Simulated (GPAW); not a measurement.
# GaSb (F-43m) in GPAW: reference runs

How does GaSb come out in PBE? The cell is run as given.

Program: GPAW 26.7.0. These are calculated values, not measurements. Logs are shortened: lines on timing, memory, paths and dates and some standing lists are left out, and cuts for length are marked. The log counts tension as positive stress, the text compression.

**Experimental background.**

A printed reference work, data compilation reports, for a bulk crystal of GaSb at 4.2 K: band gap 0.811 eV (direct).

The runs below are set against these values where they give the same quantity.

### Step 1. Starting point

It takes space group F-43m (No. 216, cubic). Conventional cell: a = 6.118 Å, b = 6.118 Å, c = 6.118 Å, α = 90.00°, β = 90.00°, γ = 90.00°. Sb (site symmetry -43m) has 4 Ga at 2.65 Å as nearest neighbours. Ga (site symmetry -43m) is surrounded by 4 Sb at 2.65 Å.

### Step 2. Single point, PBE

File run.py:

```python
from ase import Atoms
from ase.dft.bandgap import bandgap
from ase.io import write
from ase.units import Bohr, GPa
from gpaw import GPAW, PW
from gpaw.elf import elf_from_dft_calculation

atoms = Atoms(['Sb', 'Ga'],
              cell=[[0.0, 3.059, 3.059],
                    [3.059, 0.0, 3.059],
                    [3.059, 3.059, 0.0]],
              scaled_positions=[[0.75, 0.75, 0.75],
                                [0.0, 0.0, 0.0]],
              pbc=True)

calc = GPAW(mode=PW(600),
            xc='PBE',
            kpts={'size': (8, 8, 8), 'gamma': True},
            occupations={'name': 'fermi-dirac', 'width': 0.05},
            nbands=18,
            convergence={'density': 1e-05, 'energy': 1e-05},
            maxiter=150,
            txt='gpaw.txt')
atoms.calc = calc
energy = atoms.get_potential_energy()
forces = atoms.get_forces()
stress = atoms.get_stress()
calc.write('gs.gpw')
write('result.traj', atoms)
print(f'Energy: {energy:.6f} eV')
print('Forces (eV/A):')
print(forces.round(4))
print('Stress (GPa):', (stress / GPa).round(3))
print('Fermi level:', round(calc.get_fermi_level(), 4), 'eV')
print(f'Gap: {bandgap(calc)[0]:.4f} eV, direct: {bandgap(calc, direct=True)[0]:.4f} eV')

# fields on the real-space grid
write('density.cube', atoms, data=calc.get_pseudo_density() * Bohr**3)
write('potential.cube', atoms, data=calc.get_electrostatic_potential())
write('elf.cube', atoms, data=elf_from_dft_calculation(calc).data)
```

Potentials or basis: GPAW PAW data sets (gpaw-data 1.2.1), pw.

Run with:

```console
$ OMP_NUM_THREADS=1 python run.py
```

gpaw.txt:

```text
__  _  _
 | _ |_)|_||  |
 |__||  | ||/\| - 26.7.0

Input parameters:
  mode=PW(ecut=600.0),
  convergence={'density': 1e-05, 'energy': 1e-05},
  kpts=MonkhorstPack(size=(8, 8, 8), gamma=True),
  maxiter=150,
  nbands=18,
  occupations=Occupations(name='fermi-dirac', width=0.05),
  xc=XC(name='PBE')

Diagonalizing LCAO Hamiltonian
Converting LCAO to pw mode

                     Sb

       Ga

Atoms  # Å, Bohr magnetons
|   | symbol |        x |        y |        z |    initial magnetic moments |
|---|--------|----------|----------|----------|-----------------------------|
| 0 |     Sb | 4.588500 | 4.588500 | 4.588500 | ( 0.0000,  0.0000,  0.0000) |
| 1 |     Ga | 0.000000 | 0.000000 | 0.000000 | ( 0.0000,  0.0000,  0.0000) |

Unit cell  # Å
| periodic |        x |        y |        z |  lengths |    angles |
|----------|----------|----------|----------|----------|-----------|
|      yes | 0.000000 | 3.059000 | 3.059000 | 4.326079 | 60.000000 |
|      yes | 3.059000 | 0.000000 | 3.059000 | 4.326079 | 60.000000 |
|      yes | 3.059000 | 3.059000 | 0.000000 | 4.326079 | 60.000000 |

Number of symmetries: 24
Symmetry operations  # r_c * U_cc + t_c -> r_c
|    | kind |            matrix            |
|----|------|------------------------------|
|  0 |  E   |  1, 0, 0,  0, 1, 0,  0, 0, 1 |
|  1 |  σ   |  1, 0, 0,  0, 0, 1,  0, 1, 0 |
|  2 |  σ   |  1, 0,-1,  0, 1,-1,  0, 0,-1 |
|  3 |  C3  |  1, 0,-1,  0, 0,-1,  0, 1,-1 |
|  4 |  C3  |  1,-1, 0,  0,-1, 1,  0,-1, 0 |
|  5 |  σ   |  1,-1, 0,  0,-1, 0,  0,-1, 1 |
|  6 |  σ   |  0, 1, 0,  1, 0, 0,  0, 0, 1 |
|  7 |  C3  |  0, 1, 0,  0, 0, 1,  1, 0, 0 |
|  8 |  C2  |  0, 1,-1,  1, 0,-1,  0, 0,-1 |
|  9 |  S4  |  0, 1,-1,  0, 0,-1,  1, 0,-1 |
| 10 |  C3  |  0, 0, 1,  1, 0, 0,  0, 1, 0 |
| 11 |  σ   |  0, 0, 1,  0, 1, 0,  1, 0, 0 |
| 12 |  S4  |  0, 0,-1,  1, 0,-1,  0, 1,-1 |
| 13 |  C3  |  0, 0,-1,  0, 1,-1,  1, 0,-1 |
| 14 |  S4  |  0,-1, 1,  1,-1, 0,  0,-1, 0 |
| 15 |  C2  |  0,-1, 1,  0,-1, 0,  1,-1, 0 |
| 16 |  C3  |  0,-1, 0,  1,-1, 0,  0,-1, 1 |
| 17 |  S4  |  0,-1, 0,  0,-1, 1,  1,-1, 0 |
| 18 |  S4  | -1, 1, 0, -1, 0, 1, -1, 0, 0 |
| 19 |  C3  | -1, 1, 0, -1, 0, 0, -1, 0, 1 |
| 20 |  C3  | -1, 0, 1, -1, 1, 0, -1, 0, 0 |
| 21 |  S4  | -1, 0, 1, -1, 0, 0, -1, 1, 0 |
| 22 |  σ   | -1, 0, 0, -1, 1, 0, -1, 0, 1 |
| 23 |  C2  | -1, 0, 0, -1, 0, 1, -1, 1, 0 |

BZ-sampling:
  Number of BZ points: 512
  Number of IBZ points: 29

  Monkhorst-Pack size: [8, 8, 8]
  Monkhorst-Pack shift: [0.0625, 0.0625, 0.0625]

K-points  # in reciprocal-cell coordinates
|     |                                coordinates |     weight |
|-----|--------------------------------------------|------------|
|   0 | (  0.00000000,   0.00000000,   0.00000000) | 0.00195312 |
|   1 | (  0.12500000,   0.12500000,   0.00000000) | 0.01171875 |
|   2 | (  0.12500000,   0.12500000,   0.12500000) | 0.01562500 |
|   3 | (  0.25000000,   0.12500000,   0.12500000) | 0.02343750 |
|   4 | (  0.25000000,   0.25000000,   0.00000000) | 0.01171875 |
|   5 | (  0.25000000,   0.25000000,   0.12500000) | 0.04687500 |
|   6 | (  0.25000000,   0.25000000,   0.25000000) | 0.01562500 |
|   7 | (  0.37500000,   0.25000000,  -0.37500000) | 0.04687500 |
|   8 | (  0.37500000,   0.25000000,   0.12500000) | 0.04687500 |
|   9 | (  0.37500000,   0.25000000,   0.25000000) | 0.04687500 |
| ... |                                            |            |
|  28 | (  0.50000000,   0.50000000,   0.50000000) | 0.00781250 |

Plane wave coefficients: 1926
Cutoff: 600.0 eV

Spin-components: 1 (collinear spins)
Bands:           18
Projectors:      11
Spin-degeneracy: 2
Datatype:        complex128

Density:
  Valence electrons: 18.0
  Components: 1
  Grid points: [25 25 25]
  Charge: 0.0  # |e|

Potential:
  Grid points: [25 25 25]

species:
  Sb:
    name:    Antimony
    Z:       51.0
    valence: 15
    core:    36
    charge:  0.0  # [|e|]
    compensation charges:
      type: gauss
      rc: 0.36  # [Å]
      lmax: 2
    cutoffs:
      filter: 2.23  # [Å]
      core: 2.23  # [Å]
    projectors
    | kind |    occ | energy [eV] | rcut [Å] |
    |------|--------|-------------|----------|
    |   5s |  2.000 |     -12.815 |    1.154 |
    |   5p |  3.000 |      -4.830 |    1.233 |
    |   4d | 10.000 |     -33.514 |    1.196 |
    |    s |        |      14.396 |    1.154 |
    |    p |        |      22.381 |    1.233 |
    |    d |        |      -6.303 |    1.196 |

    Using partial waves for Sb as LCAO basis

  Ga:
    name:    Gallium
    Z:       31.0
    valence: 3
    core:    28
    charge:  0.0  # [|e|]
    compensation charges:
      type: gauss
      rc: 0.37  # [Å]
      lmax: 2
    cutoffs:
      filter: 2.06  # [Å]
      core: 4.17  # [Å]
    projectors
    | kind |    occ | energy [eV] | rcut [Å] |
    |------|--------|-------------|----------|
    |   4s |  2.000 |      -8.945 |    1.164 |
    |   4p |  1.000 |      -2.580 |    1.164 |
    |    s |        |      18.266 |    1.164 |
    |    p |        |      24.631 |    1.164 |
    |    d |        |       0.000 |    1.164 |

    Using partial waves for Ga as LCAO basis

Reference energy: -229166.229777  # eV

eigensolver:
  PPCG
  Converge bands: occupied
  niter=2

density mixing:
  MSR1-Mixer
  Pratt-step length: 0.05
  Maximum mixing coefficient: 0.75
  Old densities: 10
  SVD Regularization: 0.005
  Good broyden scale: 1.0
  Trust region scale: 1.0
  Backstep threshold: 4.0
  History deletion threshold: 6.0
  Fourier metric: weight=20.0, sigma=0.015

occupation numbers:
  Fermi-Dirac:
    width: 0.0500  # eV

poisson solver:
  ecut: 4800.0  # eV

xc functional:
[... 9 lines left out ...]
|iter     | |      energy | eigst |  dens |
|---------|-|-------------|-------|-------|
|iter:   1| |   -7.657340 | +0.20 |       |
|iter:   2| |   -7.660610 | -2.00 | -1.29 |
|iter:   3| |   -7.643947 | -2.47 | -1.31 |
|iter:   4| |   -7.645882 | -3.15 | -1.85 |
|iter:   5| |   -7.646244 | -4.24 | -2.59 |
|iter:   6| |   -7.646374 | -4.89 | -2.97 |
|iter:   7| |   -7.646374c| -6.67 | -4.14 |
|iter:   8| |   -7.646375c| -7.48c| -4.58 |
|iter:   9| |   -7.646375c| -8.34c| -5.42c|

Converged in 9 steps
Energy contributions relative to reference atoms: (reference = -229166.229777)

Energy contributions:
  Kinetic:          12.445352
  Coulomb:         -10.938870
  Zero:              0.192755
  External:          0.000000
  Xc:               -9.345397
  Entropy:          -0.000428
  Spinorbit:         0.000000
  ----------------------------
  Free energy:      -7.646589
  Extrapolated:     -7.646375

dipole moment: (-11.037210, -11.037210, -11.037210)  # |e|*Ang

Fermi level: 4.966
Eigenvalues  # (at kpt = [0.000, 0.000, 0.000])
| band index |      eig [eV] | occ [0-2] |
|------------|---------------|-----------|
|          0 |       -23.868 |     2.000 |
|          1 |       -23.868 |     2.000 |
|          2 |       -23.868 |     2.000 |
|          3 |       -23.852 |     2.000 |
|          4 |       -23.852 |     2.000 |
|          5 |        -6.562 |     2.000 |
[... 10 lines left out ...]
|         16 |        14.424 |     0.000 |
|         17 |        14.424 |     0.000 |

Gap: 0.092 eV
Transition (v -> c):
  (s=0, k=0, n=8, [0.00, 0.00, 0.00]) -> (s=0, k=0, n=9, [0.00, 0.00, 0.00])
No difference between direct/indirect transitions

Forces  # eV/Ang
|       x |        y |        z |
|---------|----------|----------|
| 0.00000 | -0.00000 |  0.00000 |  # Sb   0
| 0.00000 | -0.00000 | -0.00000 |  # Ga   1

Stress tensor  # eV/Ang^3
|         x |         y |         z |
|-----------|-----------|-----------|
| -0.014652 |  0.000000 |  0.000000 |
|  0.000000 | -0.014652 |  0.000000 |
|  0.000000 |  0.000000 | -0.014652 |

# Writing to gs.gpw (mode='')
```

Run time: 27 s. Hardware: 1 thread of AMD EPYC, shared host; peak memory 0.17 GiB.

What came out:

- Free energy: -7.6466 eV
- Pressure: 2.3 GPa
- Band gap on the k mesh: 0.09 eV, direct

Caveat: spin-orbit coupling is left out, which moves the levels of the heavy elements.

### Step 3. Comparison with measurements

Step 2. Measured gap of GaSb: 0.811 eV (direct; 4.2 K; a printed reference work, data compilation). This calculation gives 0.09 eV (-0.72 eV). Spin-orbit coupling on Ga, Sb is left out. The value is that of PBE on a finite k mesh, which can miss the band edges, without temperature or zero-point motion. Semilocal functionals fall short of measured gaps as a rule.
